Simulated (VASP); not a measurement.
The system is MoSe2.

```
Mo Se
1.0
     3.28800    0.00000    0.00000
    -1.64400    2.84749    0.00000
     0.00000    0.00000   12.90000
Mo Se
2 4
Direct
  0.33333 0.66667 0.25000
  0.66667 0.33333 0.75000
  0.33333 0.66667 0.62500
  0.66667 0.33333 0.12500
  0.33333 0.66667 0.87500
  0.66667 0.33333 0.37500
```

| Quantity | Value |
| --- | --- |
| Program | VASP 6.6.1 |
| Task | relaxation of cell and atoms |
| Functional | LDA |
| Potentials or basis | VASP PAW LDA potentials, release 64 (Mo_sv, Se) |
| Cutoff | 600 eV |
| k mesh | 9 × 9 × 2 |
| Occupations | gaussian, width 0.03 eV |
| Spin | no spin polarisation |

At the start: pressure 1.1 GPa; volume 20.13 Å³/atom.

Problem. How do energy, volume and symmetry change on relaxing?

Solution. Over 21 steps the energy falls by 12.2 meV/atom and the volume is 19.44 Å³/atom (-3.4 %); space group P6_3/mmc (No. 194, to 0.05 Å).

The path:
```csv
step,energy change (eV),largest force (eV/Å),pressure (GPa),volume (Å³)
1,0.0000,0.6608,1.14,120.78
2,0.0060,0.5839,-4.63,123.26
3,-0.0444,0.0274,-1.78,121.97
4,-0.0592,0.0713,0.45,119.05
5,-0.0612,0.0595,-0.14,119.79
6,-0.0628,0.0903,0.04,119.48
7,-0.0652,0.1853,0.58,118.55
8,-0.0656,0.1785,0.55,118.52
9,-0.0670,0.1592,0.42,118.44
10,-0.0691,0.1217,0.17,118.28
11,-0.0712,0.0470,-0.33,117.96
12,-0.0713,0.0314,-0.43,117.89
13,-0.0720,0.0260,-0.34,117.62
14,-0.0729,0.0160,-0.19,117.15
15,-0.0731,0.0042,0.15,116.20
16,-0.0733,0.0065,-0.03,116.66
17,-0.0733,0.0049,-0.01,116.61
18,-0.0733,0.0059,0.00,116.64
19,-0.0734,0.0008,-0.05,116.67
20,-0.0734,0.0083,-0.08,116.71
21,-0.0734,0.0007,0.01,116.66
```

Final structure:
```
CELL_PARAMETERS angstrom
3.25181 0.00000 0.00000
-1.62590 2.81615 0.00000
0.00000 0.00000 12.73877
ATOMIC_POSITIONS crystal
Mo 0.33333 0.66667 0.25000
Mo 0.66667 0.33333 0.75000
Se 0.33333 0.66667 0.61965
Se 0.66667 0.33333 0.11965
Se 0.33333 0.66667 0.88035
Se 0.66667 0.33333 0.38035
```
